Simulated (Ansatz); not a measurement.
Planning a run of Ansatz 0.2.0 on HfS2/HfS2 (1T multilayer). The input:

```yaml
crystal:
  lattice:
    - [3.64, 0.0, 0.0]
    - [-1.82, 3.1523324698, 0.0]
    - [0.0, 0.0, 44.8]
  atoms:
    - { symbol: Hf, position: [0.0, 0.0, 0.4341517857] }
    - { symbol: S, position: [0.3333333333, 0.6666666667, 0.4665178572] }
    - { symbol: S, position: [0.6666666667, 0.3333333333, 0.4017857142] }
    - { symbol: Hf, position: [0.0, 0.0, 0.5658482143] }
    - { symbol: S, position: [0.3333333333, 0.6666666667, 0.5982142858] }
    - { symbol: S, position: [0.6666666667, 0.3333333333, 0.5334821428] }
  periodic: [true, true, false]
kpoints:
  mp_grid: { grid: [6, 6, 1] }
hamiltonian:
  xc: pbe
  dispersion: d3bj
  pseudopotentials: { kind: paw, azcp: { folder: soft_1 } }
scf:
  occupations: { method: fermi_dirac, width: 0.02 }
relax:
  f_tol: 0.01
  max_steps: 100
  cell: {}
```

```sh
ansatz run input.yaml --threads 3 --pin off --max-ram 92160MiB --backend cuda --events-out ev --progress --plain --runs-dir out --devices 1 --max-vram 13GiB
```

Q: How long will it take on 1 × NVIDIA H100 80GB HBM3 (shared by 6 runs) with 3 threads of AMD EPYC 7R13 (Zen 3), shared host, and how much memory?

It took 16 s; on shared hardware allow 8.2 s to 33 s. Peak host memory was 1.0 GiB. The sizes that set the cost: 9809 plane waves a state, 7 irreducible k points and 60 SCF cycles.

[Paths, hosts, dates, memory and timing lines, banners, echoed tables and standing remarks are left out of the program output.]

[Logs are printed without paths, hosts, clocks, repeated set-up lines and the standing remarks that a program may print on its own settings, such as how far it seeks lower states.]

[Runs of the session that timed out or met a known fault of the program may be left out.]

[Cells called generated may have been cut or substituted from an entry of the Crystallography Open Database or the Materials Project.]

[Hosts, paths, dates, database ids (printed as entryN), source tags and the programs' standing remarks are cut or masked in the printed files.]
